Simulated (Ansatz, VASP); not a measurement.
Cs in VASP and in Ansatz

```xyz
1
Lattice="-2.9621 2.9621 3.0225 2.9621 -2.9621 3.0225 2.9621 2.9621 -3.0225" Properties=species:S:1:pos:R:3 pbc="T T T"
Cs    0.0000    0.0000    0.0000
```

Change from the starting cell: equal xx and yy strain of -2 %, crystal datasets.

Alike in both runs: task electric field gradients; functional LDA; k mesh 9 × 9 × 9; occupations fermi-dirac, width 0.05 eV; no spin polarisation.

|  | VASP | Ansatz |
| --- | --- | --- |
| version | VASP 6.6.1 | Ansatz 0.2.0 |
| potentials or method | VASP PAW LDA potentials, release 64 (Cs_sv), cutoff 520 eV | all-electron PAW with datasets made for the crystal, scalar-relativistic |

|  | VASP | Ansatz | Ansatz less VASP |
| --- | --- | --- | --- |
| pressure (GPa) | -0.2 | -0.2 | +0.01 |
| Vzz of the field gradient on the site that differs most (V/Å²) | -0.1 | -0.1 | +0.02 |

Ansatz ran all-electron here, so the differences hold the error of VASP's frozen core and of both bases. Ansatz warned: «gradients_without_spin_orbit».

Spin-orbit coupling is left out, which matters for the levels of Cs.
